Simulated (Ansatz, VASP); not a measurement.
**Two plane-wave programs on LiF (Griceite)**

The input INCAR:

```
PREC = Accurate
ENCUT = 520
EDIFF = 1E-6
ISMEAR = -1
SIGMA = 0.05
LREAL = False
LASPH = True
NELM = 60
ALGO = Normal
ISIF = 2
LWAVE = False
LCHARG = True
GGA = PE
LELF = True
LVHAR = True
NBANDS = 12
```

KPOINTS

```
regular mesh
0
Gamma
  11 11 11
```

Contents of POSCAR:

```
LiF
1.0
    0.0000000000      1.9728864230      1.9728864230
    1.9728864230      0.0000000000      1.9728864230
    1.9728864230      1.9728864230      0.0000000000
F Li
1 1
Direct
    0.5000000000      0.5000000000      0.5000000000
    0.0000000000      0.0000000000      0.0000000000
```

File input.yaml:

```yaml
crystal:
  lattice:
    - [0.0, 1.972886423, 1.972886423]
    - [1.972886423, 0.0, 1.972886423]
    - [1.972886423, 1.972886423, 0.0]
  atoms:
    - { symbol: F, position: [0.5, 0.5, 0.5] }
    - { symbol: Li, position: [0.0, 0.0, 0.0] }
hamiltonian:
  xc: pbe
  pseudopotentials: { kind: paw, azcp: { folder: soft_1 } }
kpoints:
  mp_grid: { grid: [11, 11, 11] }
scf:
  occupations: { method: fermi_dirac, width: 0.05 }
output:
  forces: true
  stress: true
  eigenvalues: true
  write_density: true
  write_potential: true
  elf: true
  volumetric_format: npy
```

Alike in both runs: task single point; functional PBE; k mesh 11 × 11 × 11; occupations fermi-dirac, width 0.05 eV; no spin polarisation.

|  | VASP | Ansatz |
| --- | --- | --- |
| version | VASP 6.6.1 | Ansatz 0.2.0 |
| potentials or method | VASP PAW PBE potentials, release 64 (F, Li_sv) | Ansatz PAW soft_1 |
| plane-wave cutoff (eV) | 520 | 420 |
| valence electrons in the cell | 10 | 10 |

|  | VASP | Ansatz | Ansatz less VASP |
| --- | --- | --- | --- |
| gap on the k mesh at the Fermi level (eV) | 9.66 | 9.67 | +0.005 |
| least direct gap on the mesh (eV) | 9.66 | 9.67 | +0.005 |

Caveats: an odd mesh through Γ misses points on the zone boundary, where band edges often lie (VASP); odd divisions of the mesh miss points on the zone boundary, where band edges often lie, so the gap on the mesh can be too wide (Ansatz).
